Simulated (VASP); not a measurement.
# Cu (I4/mmm) in VASP: single point with HSE06

Aim: the single point of Cu with HSE06.

Program: VASP 6.6.1. These are calculated values, not measurements. Logs are shortened: lines on timing, memory, paths and dates and some standing lists are left out, and cuts for length are marked.

### 1 Starting point

Symmetry: I4/mmm, No. 139, tetragonal system. Conventional cell: a = 2.896 Å, b = 2.896 Å, c = 2.722 Å, α = 90.00°, β = 90.00°, γ = 90.00°. Around Cu (site symmetry 4/mmm) lie 10 Cu at 2.46 to 2.72 Å.

This isn't the form of Cu at room conditions, which is fcc.

### 2 Single point, HSE06

Input file POSCAR:

```
Cu
1.0
   -1.4478500000      1.4478500000      1.3611800000
    1.4478500000     -1.4478500000      1.3611800000
    1.4478500000      1.4478500000     -1.3611800000
Cu
1
Direct
    0.0000000000      0.0000000000      0.0000000000
```

Input file INCAR.step1:

```
  PREC = Accurate
  ENCUT = 520
  EDIFF = 1E-5
  ISMEAR = 0
  SIGMA = 0.1
  LREAL = False
  LASPH = True
  NELM = 100
  ALGO = Normal
  ISIF = 2
  LWAVE = True
  NBANDS = 12
  GGA = PE
```

Input file INCAR.step2:

```
  PREC = Accurate
  ENCUT = 520
  EDIFF = 1E-6
  ISMEAR = 0
  SIGMA = 0.1
  LREAL = False
  LASPH = True
  NELM = 100
  ALGO = Normal
  ISIF = 2
  LWAVE = False
  LCHARG = True
  GGA = PE
  LHFCALC = True
  HFSCREEN = 0.2
  PRECFOCK = Fast
  LELF = True
  LVHAR = True
  NBANDS = 12
  ISTART = 1
```

Input file KPOINTS:

```
regular mesh
0
Gamma
  10 10 10
```

Potentials or basis: VASP PAW PBE potentials, release 64 (Cu).

Run with:

```sh
$ cat potpaw_PBE.64/Cu/POTCAR > POTCAR
$ cp INCAR.step1 INCAR
$ mpirun -np 1 vasp_std > vasp.out
$ cp INCAR.step2 INCAR
$ mpirun -np 1 vasp_std > vasp.out
```

OUTCAR:

```text
PREC = Accurate
   ENCUT = 520
   EDIFF = 1E-6
   ISMEAR = 0
   LREAL = False
   LASPH = True
   NELM = 100
   ISIF = 2
   GGA = PE
   LHFCALC = True
   HFSCREEN = 0.2
   PRECFOCK = Fast
   ISTART = 1

 ion  position               nearest neighbor table
   1  0.000  0.000  0.000-

  LATTYP: Found a body centered tetragonal cell.
 ALAT       =     2.8957000000
 C/A-ratio  =     0.9401388265

  Lattice vectors:

 A1 = (  -1.4478500000,   1.4478500000,   1.3611800000)
 A2 = (   1.4478500000,  -1.4478500000,   1.3611800000)
 A3 = (   1.4478500000,   1.4478500000,  -1.3611800000)

Analysis of symmetry for initial positions (statically):
=====================================================================
 Subroutine PRICEL returns:
 Original cell was already a primitive cell.

 Routine SETGRP: Setting up the symmetry group for a
 body centered tetragonal supercell.

 Subroutine GETGRP returns: Found 16 space group operations
 (whereof 16 operations were pure point group operations)
 out of a pool of 16 trial point group operations.

The static configuration has the point symmetry D_4h.

Analysis of symmetry for dynamics (positions and initial velocities):
=====================================================================
 Subroutine PRICEL returns:
 Original cell was already a primitive cell.

 Routine SETGRP: Setting up the symmetry group for a
 body centered tetragonal supercell.

 Subroutine GETGRP returns: Found 16 space group operations
 (whereof 16 operations were pure point group operations)
 out of a pool of 16 trial point group operations.

The dynamic configuration has the point symmetry D_4h.

 Subroutine INISYM returns: Found 16 space group operations
 (whereof 16 operations are pure point group operations),
 and found     1 'primitive' translations

----------------------------------------------------------------------------------------

                                     Primitive cell

  volume of cell :      11.4136

  direct lattice vectors                    reciprocal lattice vectors
    -1.447850000  1.447850000  1.361180000     0.000000000  0.345339642  0.367328347
     1.447850000 -1.447850000  1.361180000     0.345339642  0.000000000  0.367328347
     1.447850000  1.447850000 -1.361180000     0.345339642  0.345339642  0.000000000

  length of vectors
     2.458729395  2.458729395  2.458729395     0.504172176  0.504172176  0.488384005

  position of ions in fractional coordinates (direct lattice)
     0.000000000  0.000000000  0.000000000

  ion indices of the primitive-cell ions
   primitive index   ion index
                 1           1

----------------------------------------------------------------------------------------

 KPOINTS: regular mesh

Automatic generation of k-mesh.
 Grid dimensions read from file:
 generate k-points for:   10   10   10

 Generating k-lattice:

  Cartesian coordinates                     Fractional coordinates (reciprocal lattice)
     0.000000000  0.034533964  0.036732835     0.100000000  0.000000000 -0.000000000
     0.034533964  0.000000000  0.036732835     0.000000000  0.100000000 -0.000000000
     0.034533964  0.034533964  0.000000000     0.000000000  0.000000000  0.100000000

  Length of vectors
     0.050417218  0.050417218  0.048838400

  Shift w.r.t. Gamma in fractional coordinates (k-lattice)
     0.000000000  0.000000000  0.000000000

 Subroutine IBZKPT returns following result:
 ===========================================

 Found    102 irreducible k-points:

 Following reciprocal coordinates:
            Coordinates               Weight
  0.000000  0.000000  0.000000      1.000000
  0.100000  0.000000  0.000000      8.000000
  0.200000  0.000000  0.000000      8.000000
  0.300000  0.000000 -0.000000      8.000000
  0.400000 -0.000000  0.000000      8.000000
  0.500000  0.000000 -0.000000      4.000000
[... 16 lines left out ...]
  0.300000  0.300000 -0.000000      8.000000
  0.400000  0.300000 -0.000000     16.000000
 [... further k-points ...]
   k-points           NKPTS =    102   k-points in BZ     NKDIM =   1000   number of bands    NBANDS=     12
   number of dos      NEDOS =    301   number of ions     NIONS =      1
   total plane-waves  NPLWV =   5832
   dimension x,y,z NGX =    18 NGY =   18 NGZ =   18
   dimension x,y,z NGXF=    36 NGYF=   36 NGZF=   36
   ions per type =               1
   NGX,Y,Z   is equivalent  to a cutoff of  12.17, 12.17, 12.17 a.u.
   NGXF,Y,Z  is equivalent  to a cutoff of  24.34, 24.34, 24.34 a.u.
 SYSTEM =  unknown system
   PREC   = accura    normal or accurate (medium, high low for compatibility)
   ISTART =      1    job   : 0-new  1-cont  2-samecut
   ICHARG =      0    charge: 1-file 2-atom 10-const
   ISPIN  =      1    spin polarized calculation?
   LNONCOLLINEAR =      F non collinear calculations
   LSORBIT =      F    spin-orbit coupling
   LASPH  =      T    aspherical Exc in radial PAW
   ENCUT  =  520.0 eV  38.22 Ry    6.18 a.u.   4.57  4.57  4.57*2*pi/ulx,y,z
   NELM   =    100;   NELMIN=  2; NELMDL=  0     # of ELM steps
   EDIFF  = 0.1E-05   stopping-criterion for ELM
   LREAL  =      F    real-space projection
   EDIFFG = 0.1E-04   stopping-criterion for IOM
   NSW    =      0    number of steps for IOM
   IBRION =     -1    ionic relax: 0-MD 1-quasi-New 2-CG
   NFREE  =      0    steps in history (QN), initial steepest desc. (CG)
   ISIF   =      2    stress and relaxation
   ISYM   =      3    0-nonsym 1-usesym 2-fastsym
   POTIM  = 0.5000    time-step for ionic-motion
   TEBEG  =    0.0;   TEEND  =   0.0 temperature during run
   PSTRESS=    0.0 pullay stress
   NELECT =      11.0000    total number of electrons
   NUPDOWN=      -1.0000    fix difference up-down
   EMIN   =  10.00;   EMAX   =-10.00  energy-range for DOS
   EFERMI =   0.00;   METHOD = LEGACY
   ISMEAR =     0;   SIGMA  =   0.10  broadening in eV -4-tet -1-fermi 0-gaus
   EFERMI_NEDOS =   21; number of points for ismear=-14 and -15
   IALGO  =     38    algorithm
   IMIX   =      1    mixing-type and parameters
     AMIX     =   0.40;   BMIX     =  1.00
     AMIX_MAG =   1.60;   BMIX_MAG =  1.00
  volume/ion in A,a.u.               =      11.41        77.02
  Fermi-wavevector in a.u.,A,eV,Ry     =   1.617080  3.055838 35.578522  2.614948
  Thomas-Fermi vector in A             =   2.711563
   LORBIT       =      0    0 simple, 1 ext, 2 COOP (PROOUT), +10 PAW based schemes
   GGA     = PE    functional components
   LHFCALC =     T    Hartree Fock is set to
   PRECFOCK=fast      Normal, Fast or Accurate (Low or Medium for compatibility)
   ENCUT4O =  -1.0   cutoff for four orbital integrals eV
   NKREDX  =     1    reduce k-point grid by
   NKREDY  =     1    reduce k-point grid by
   NKREDZ  =     1    reduce k-point grid by
   AEXX    =    0.2500 exact exchange contribution
   HFSCREEN=    0.2000 screening length (either q_TF or 0.3 A-1)
   HFSCREENC=   0.2000 screening length for correlation (either q_TF or 0.3 A-1)
   ENCUTFOCK=  -1.0 apply spherical cutoff to Coloumb kernel
   IVDW    =     0    specifies the selected vdW correction
   LEPSILON=     F    determine dielectric tensor
   LRPA    =     F    only Hartree local field effects (RPA)
 non-spin polarized calculation
 Gauss-broadening in eV      SIGMA  =   0.10
  energy-cutoff  :      520.00
  volume of cell :       11.41
 maximum number of plane-waves:       320
  NGX = 12; NGY = 12; NGZ = 12

 number of electron      11.0000008 magnetization

 Free energy of the ion-electron system (eV)
  ---------------------------------------------------
  ext. energy  EPLUGINS =         0.00000000
  ---------------------------------------------------
  free energy    TOTEN  =        -3.57575669 eV

  energy without entropy =       -3.57359586  energy(sigma->0) =       -3.57467628

 E-fermi :   7.6376     XC(G=0): -10.4485

 val. band max:        7.5555054296   @ k =   0.2000   0.2000   0.1000
 cond. band min:       7.6656740706   @ k =   0.5000   0.1000  -0.0000
 fundamental gap:      0.1101686410
 Fermi energy:         7.6375585977

 k-point     1 :       0.0000    0.0000    0.0000
  band No.  band energies     occupation
      1      -2.8675      2.00000
      2       2.9367      2.00000
      3       3.1944      2.00000
      4       3.1944      2.00000
      5       4.0240      2.00000
      6       4.2934      2.00000
      7      33.7851      0.00000
      8      33.7851      0.00000
      9      35.4623      0.00000
     10      38.1541      0.00000
     11      38.7786      0.00000
     12      38.7806      0.00000

 k-point     2 :       0.1000    0.0000    0.0000
  band No.  band energies     occupation
      1      -2.4148      2.00000
      2       2.9369      2.00000
      3       3.1823      2.00000
      4       3.2828      2.00000
      5       4.0365      2.00000
      6       4.2389      2.00000
      7      31.5127      0.00000
      8      32.9857      0.00000
      9      33.1230      0.00000
     10      35.5896      0.00000
     11      36.5917      0.00000
     12      37.6353      0.00000

 k-point     3 :       0.2000    0.0000    0.0000
  band No.  band energies     occupation
      1      -1.1371      2.00000
      2       2.7507      2.00000
      3       3.1391      2.00000
      4       3.7288      2.00000
      5       4.0747      2.00000
      6       4.1997      2.00000
      7      26.1654      0.00000
      8      30.4447      0.00000
      9      31.3857      0.00000
     10      32.7306      0.00000
     11      35.0394      0.00000
     12      38.7732      0.00000
[... 286 lines left out ...]
 k-point    23 :       0.3000    0.3000   -0.0000
  band No.  band energies     occupation
      1       1.9816      2.00000
      2       2.4293      2.00000
      3       2.9732      2.00000
      4       4.1867      2.00000
      5       4.6058      2.00000
      6      11.4449      0.00000
      7      14.8821      0.00000
      8      16.1626      0.00000
      9      26.2538      0.00000
     10      35.1955      0.00000
     11      37.7701      0.00000
     12      45.2698      0.00000

 k-point    24 :       0.4000    0.3000   -0.0000
  band No.  band energies     occupation
      1       2.0538      2.00000
      2       2.5074      2.00000
      3       2.8416      2.00000
      4       4.2754      2.00000
      5       4.4085      2.00000
      6      10.9494      0.00000
      7      14.8737      0.00000
      8      16.6647      0.00000
      9      26.6092      0.00000
     10      35.8014      0.00000
     11      38.2731      0.00000
     12      43.4312      0.00000

 [... further k-points ...]
[... 5 lines left out ...]
  --------------------------------------------------------------------------------------
  -------------------------------------------------------------------------------------
  Total        0.6309399      0.6309399      0.4988585      0.0000000      0.0000000     -0.0000000
  in kB       88.5678006     88.5678006     70.0269612      0.0000000      0.0000000     -0.0000000
  external PRESSURE =      82.3875208 kB  Pullay stress =       0.0000000 kB

 VOLUME and BASIS-vectors are now :
 -----------------------------------------------------------------------------
  energy-cutoff  :      520.00
  volume of cell :       11.41
      direct lattice vectors                 reciprocal lattice vectors
    -1.447850000  1.447850000  1.361180000     0.000000000  0.345339642  0.367328347
     1.447850000 -1.447850000  1.361180000     0.345339642  0.000000000  0.367328347
     1.447850000  1.447850000 -1.361180000     0.345339642  0.345339642  0.000000000

 POSITION                                       TOTAL-FORCE (eV/Angst)
 -----------------------------------------------------------------------------------
      0.00000      0.00000      0.00000        -0.000000      0.000000     -0.000000
 -----------------------------------------------------------------------------------
    total drift:                                0.000001     -0.000001      0.000004

  FREE ENERGIE OF THE ION-ELECTRON SYSTEM (eV)
  ---------------------------------------------------
  free  energy   TOTEN  =        -3.5757566911 eV

  energy  without entropy=       -3.5735958592  energy(sigma->0) =       -3.57467628
```

It took 73 min on 1 thread of Intel Xeon Platinum 8488C (Sapphire Rapids), shared host; peak memory 0.24 GiB.

Results:

```
Free energy            : -3.5758 eV
Pressure               : 8.2 GPa
Band gap on the k mesh : none (metal or under the smearing width)
```

Stress tensor (GPa, compression positive):
```
8.86 0.00 0.00
0.00 8.86 0.00
0.00 0.00 7.00
```

Caveat: the PAW data sets were made with another functional, which shifts forces and pressure a little.
